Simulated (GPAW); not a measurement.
The system is NaCl.

```
Cl Na
1.0
     0.00000    2.79406    2.79406
     2.79406    0.00000    2.79406
     2.79406    2.79406    0.00000
Cl Na
1 1
Direct
  0.50000 0.50000 0.50000
  0.00000 0.00000 0.00000
```

The cell is a database's computed one.

Base run:

```yaml
Program: GPAW 26.7.0
Functional: vdW-DF-cx
Potentials_or_basis: GPAW PAW data sets (gpaw-data 1.2.1)
Cutoff: 800 eV
Basis: pw
k_mesh: 7 × 7 × 7
Occupations: fermi-dirac, width 0.05 eV
Spin: no spin polarisation
```

Its results: band gap on the k mesh 5.38 eV, direct.

Problem. The run is repeated on the same cell with these changes: functional from vdW-DF-cx to r2SCAN. What comes out?

Solution. Band gap on the k mesh 6.02 eV, direct.
